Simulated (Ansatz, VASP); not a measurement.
Two plane-wave programs on Nb

```
Nb
1.0
    -1.63622    1.63622    1.63622
     1.63622   -1.63622    1.63622
     1.63622    1.63622   -1.63622
Nb
1
Direct
  0.00000 0.00000 0.00000
```

Alike in both runs: functional PBEsol; k mesh 18 × 18 × 18; occupations gaussian, width 0.1 eV; no spin polarisation.

Ansatz relaxed the structure, and its values are those at the end. VASP's run is a single point on that final structure, the one shown.

|  | VASP | Ansatz |
| --- | --- | --- |
| version | VASP 6.6.1 | Ansatz 0.2.0 |
| potentials or method | VASP PAW PBE potentials, release 64 (Nb_sv) | scalar-relativistic, plane waves, PAW |
| plane-wave cutoff (eV) | 520 | 420 |
| valence electrons in the cell | 13 | 13 |

VASP gave:

```
gap on the k mesh at the Fermi level (eV) : none
pressure (GPa)                            : -0.3
```

**Question.** Estimate Ansatz's values.

**Answer.** gap on the k mesh at the Fermi level (eV): none; pressure (GPa): 0.0.

A gap of «none» marks a metal or a gap that the smearing closes.

Caveats: the PAW data sets were made with another functional, which shifts forces and pressure a little (VASP).
